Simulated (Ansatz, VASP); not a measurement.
## Ti2H in VASP and in Ansatz

```
Ti H
1.0
     4.33910    0.00000    0.00000
     0.00000    4.33910    0.00000
     0.00000    0.00000    4.33910
Ti H
4 2
Direct
  0.25000 0.75000 0.25000
  0.75000 0.25000 0.25000
  0.25000 0.25000 0.75000
  0.75000 0.75000 0.75000
  0.00000 0.00000 0.00000
  0.50000 0.50000 0.50000
```

The cell comes from a database or a generator and needn't be the stable form of this composition.

Alike in both runs: task single point; functional PBEsol; k mesh 6 × 6 × 6; occupations fermi-dirac, width 0.1 eV; no spin polarisation.

|  | VASP | Ansatz |
| --- | --- | --- |
| version | VASP 6.6.1 | Ansatz 0.2.0 |
| potentials or method | VASP PAW PBE potentials, release 64 (Ti_sv, H) | plane waves, PAW |
| plane-wave cutoff (eV) | 520 | 463 |
| valence electrons in the cell | 50 | 50 |

|  | VASP | Ansatz | Ansatz less VASP |
| --- | --- | --- | --- |
| pressure (GPa) | -11.0 | -11.0 | -0.02 |

Caveats: the PAW data sets were made with another functional, which shifts forces and pressure a little (VASP).
